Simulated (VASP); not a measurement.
# Ir: relaxation of cell and atoms with r2SCAN+rVV10

The system is Ir.

```xyz
1
Lattice="0.0000 1.9150 1.9150 1.9150 0.0000 1.9150 1.9150 1.9150 0.0000" Properties=species:S:1:pos:R:3 pbc="T T T"
Ir    0.0000    0.0000    0.0000
```

The cell was built by a generator and needn't be a form met in nature.

```yaml
Program: VASP 6.6.1
Task: relaxation of cell and atoms
Functional: r2SCAN
Dispersion: rVV10
Potentials_or_basis: VASP PAW PBE potentials, release 64 (Ir)
Cutoff: 600 eV
k_mesh: 18 × 18 × 18
Occupations: methfessel-paxton, width 0.1 eV
Spin: no spin polarisation
Further_INCAR_settings: ALGO = Normal; EDIFF = 1e-06; IBRION = 2; EDIFFG = -0.005; NSW = 40; ISIF = 3
```

```json
{
  "Relaxed volume": "14.23 Å³/atom",
  "Relaxed cell": "a = 2.720 Å, b = 2.720 Å, c = 2.720 Å, α = 60.00°, β = 60.00°, γ = 60.00°",
  "Space group after relaxing (to 0.05 Å)": "Fm-3m (No. 225)",
  "Energy gained by relaxing": "2.8 meV/atom",
  "Ionic steps": "4",
  "Pressure after relaxing": "0.0 GPa",
  "Band gap on the k mesh": "none (metal or under the smearing width)"
}
```

The path:
| step | energy change (eV) | largest force (eV/Å) | pressure (GPa) | volume (Å³) |
| --- | --- | --- | --- | --- |
| 1 | 0.0000 | 0.0000 | 5.16 | 14.05 |
| 2 | 0.0412 | 0.0000 | -17.57 | 14.98 |
| 3 | -0.0028 | 0.0000 | -0.12 | 14.23 |
| 4 | -0.0028 | 0.0000 | 0.00 | 14.23 |

Final structure:
```
Ir
1.0
     0.00000    1.92316    1.92316
     1.92316    0.00000    1.92316
     1.92316    1.92316    0.00000
Ir
1
Direct
  0.00000 0.00000 0.00000
```

Levels at points of the mesh, in eV from the Fermi level:
```tsv
k point	band 1	band 2	band 3	band 4	band 5	band 6	band 7	band 8
(0.00, 0.00, 0.00)	-11.55	-4.02	-4.02	-4.02	-1.33	-1.33	15.04	20.86
(0.50, 0.00, 0.00)	-8.42	-4.18	-4.18	-0.77	0.87	0.87	7.55	14.66
(0.50, 0.50, 0.00)	-8.21	-7.63	0.78	1.50	1.50	1.70	10.93	12.23
```

Run time: 6.1 min on 1 thread of AMD EPYC 7R13 Processor (Zen 3) (shared host), peak memory 0.22 GiB.

Caveat: the PAW data sets were made with another functional, which shifts forces and pressure a little. Spin-orbit coupling is left out, which matters for the levels of Ir.
